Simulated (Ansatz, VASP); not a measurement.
# One calculation of Ni, two programs

The input INCAR:

```
SYSTEM = Ni
  AGGAC = 1.0
  AGGAX = 1.0
  ALDAC = 0.0
  ALDAX = 1.0
  ALGO = Normal
  EDIFF = 1E-7
  ENCUT = 520
  GGA = B5
  ISIF = 2
  ISMEAR = -1
  ISPIN = 2
  LASPH = .True.
  LCHARG = .True.
  LELF = .True.
  LMAXMIX = 4
  LORBIT = 11
  LREAL = .False.
  LVHAR = .True.
  LWAVE = .False.
  MAGMOM = 0.539
  NBANDS = 15
  NELM = 150
  PREC = Accurate
  SIGMA = 0.05
```

File KPOINTS:

```
k-points
0
Gamma
  15 15 15
  0 0 0
```

File POSCAR:

```
Ni
1.0
    2.4592337395      0.0000000000      0.0000000000
    0.0000000000      2.4592337395      0.0000000000
    0.0000000000      0.0000000000      2.4592337395
Ni
1
Direct
    0.0000000000      0.0000000000      0.0000000000
```

Input for Ansatz:

```yaml
crystal:
  lattice:
    - [2.4592337395, 0.0, 0.0]
    - [0.0, 2.4592337395, 0.0]
    - [0.0, 0.0, 2.4592337395]
  atoms:
    - { symbol: Ni, position: [0.0, 0.0, 0.0], spin: 0.539 }
hamiltonian:
  xc: blyp
  pseudopotentials:
    kind: paw
    azcp:
      Ni: "pseudopotentials/Ni.paw.azcp"
basis:
  ecutwfc: 420
  fft_grid_basis: typed
kpoints:
  mp_grid: { grid: [15, 15, 15], shift: [0, 0, 0] }
magnetization:
  spin_polarized: true
scf:
  occupations: { method: fermi_dirac, width: 0.05 }
  lower_state_search: "off"
output:
  stress: true
  write_density: true
  write_potential: true
  elf: true
  volumetric_format: npy
```

Alike in both runs: task single point; functional BLYP; k mesh 15 × 15 × 15; occupations fermi-dirac, width 0.05 eV; collinear spin.

|  | VASP | Ansatz |
| --- | --- | --- |
| version | VASP 6.6.1 | Ansatz 0.2.0 |
| potentials or method | VASP PAW PBE potentials, release 64 (Ni) | plane waves (420 eV) with PAW, scalar-relativistic |
| plane-wave cutoff (eV) | 520 | 420 |
| valence electrons in the cell | 10 | 18 |

```csv
,VASP,Ansatz,Ansatz less VASP
pressure (GPa),-9.6,-9.6,-0.05
net moment per atom (μB),0.70,0.74,+0.037
size of the moment on the site where the two differ most (μB),0.71,0.76,+0.051
```

Site moments also hang on the region over which each program counts them. The two sets of potentials don't hold the same shells in valence.

Caveats: the PAW data sets were made with another functional, which shifts forces and pressure a little (VASP).
